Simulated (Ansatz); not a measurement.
# MoS2: the cost of one run

Computed with Ansatz 0.2.0 (DFT PBEsol+D3(BJ), scalar-relativistic, plane waves, PAW, unless a step's input says otherwise).

The COD entry's cell or inner coordinates are ideal or old and differ from later refinements, so a difference from it is no clean test against experiment.

3 further runs of the same task are left out: 3 set aside as unsound or not needed. Runs told in other sessions of the task aren't counted.

**1. The structure to begin with**

Symmetry: R-3m, No. 166, trigonal system. Conventional cell: a = 3.080 Å, b = 3.080 Å, c = 17.391 Å, α = 90.00°, β = 90.00°, γ = 120.00°. Mo (site symmetry -3m) is surrounded by 6 S at 2.40 Å. Around S (site symmetry 3m) lie 3 Mo at 2.40 Å.

Coordinates:

```
Mo S
1.0
     1.53990    0.88906    5.79705
    -1.53990    0.88906    5.79705
     0.00000   -1.77813    5.79705
Mo S
1 2
Direct
  0.00000 0.00000 0.00000
  0.75923 0.75923 0.75923
  0.24077 0.24077 0.24077
```

This cell was relaxed beforehand with the same method: volume 15.87 Å³/atom, gap on the mesh none (metal).

**2. Plan of the line**

The energy is mapped over a normal mode and a strain (zone-centre modes of the cell shown) (x along [1 0 0], y along [1 2 0], z along [0 0 1] of the conventional cell).

- amplitude of mode 7 (273 cm⁻¹), largest displacement in the unstrained cell: 5 values from −0.131 to 0.131 Å
- normal strain along y: 5 values from −7.0 to 7.0 %

Nothing else is relaxed (the pattern is fixed in fractional coordinates). Energies count from the relaxed high-symmetry cell. Points are written as (first, second).

The modes come from a phonon run on the reference cell, made beforehand.

Displacement patterns for an amplitude of 1 (Å):

```tsv
atom	x1	y1	z1
Mo1	0.000	0.000	0.000
S2	0.000	1.000	0.000
S3	0.000	-1.000	0.000
```

**3. Grid point (0.131 Å, −7.0 %)**

input.yaml

```yaml
crystal:
  lattice:
    - [1.5399048573, 0.82682997, 5.7970502989]
    - [-1.5399048573, 0.82682997, 5.7970502989]
    - [0.0, -1.65365994, 5.7970502989]
  atoms:
    - { symbol: Mo, position: [0.0, 0.0, 0.0] }
    - { symbol: S, position: [0.7837854171, 0.7837854171, 0.7101124708] }
    - { symbol: S, position: [0.2162145829, 0.2162145829, 0.2898875292] }
basis:
  ecutwfc: 420
kpoints:
  mp_grid: { grid: [15, 15, 15] }
hamiltonian:
  xc: pbesol
  pseudopotentials: { kind: paw, azcp: { folder: soft_1 } }
  dispersion: d3bj
scf:
  occupations: { method: gaussian, width: 0.15 }
output:
  forces: true
  stress: true
  eigenvalues: true
```

Launch:

```bash
$ ansatz run input.yaml --threads 2 --pin off --max-ram 4096MiB --backend cpu --events-out ev --progress --plain --runs-dir out
```

**Question.** How long does this run take on 2 threads of Arm Neoverse N1, shared host, and how much memory does it need?

About 38 s, with a peak of 0.74 GiB.
